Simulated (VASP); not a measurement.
A run of VASP 6.6.1:

File INCAR:

```
SYSTEM = Ni
PREC = Accurate
ENCUT = 520
EDIFF = 1E-7
ISMEAR = 0
SIGMA = 0.1
LREAL = .FALSE.
LASPH = .TRUE.
NELM = 150
ALGO = Normal
ISIF = 2
LWAVE = .FALSE.
LCHARG = .FALSE.
ISPIN = 2
MAGMOM = 0.8
LORBIT = 11
LMAXMIX = 4
GGA = PE
```

KPOINTS

```
Automatic mesh
0
G
  12 12 12
  0 0 0
```

The input POSCAR:

```
Ni
1.0
    0.0000000000      1.7619350000      1.7619350000
    1.7619350000      0.0000000000      1.7619350000
    1.7619350000      1.7619350000      0.0000000000
Ni
1
Direct
    0.0000000000      0.0000000000      0.0000000000
```

Potentials or basis: VASP PAW PBE potentials, release 64 (Ni).

The run is started by

```bash
$ cat potpaw_PBE.64/Ni/POTCAR > POTCAR
$ mpirun -np 1 vasp_std > vasp.out
```

Hardware: 1 thread of Intel(R) Xeon(R) Platinum 8559C (Emerald Rapids), on a shared host.

Problem. Estimate the wall time of this run.

Solution. Run time: 14 s on 1 thread of Intel(R) Xeon(R) Platinum 8559C (Emerald Rapids) (shared host), peak memory 0.13 GiB. Counts: scf iterations 14, k points 72.
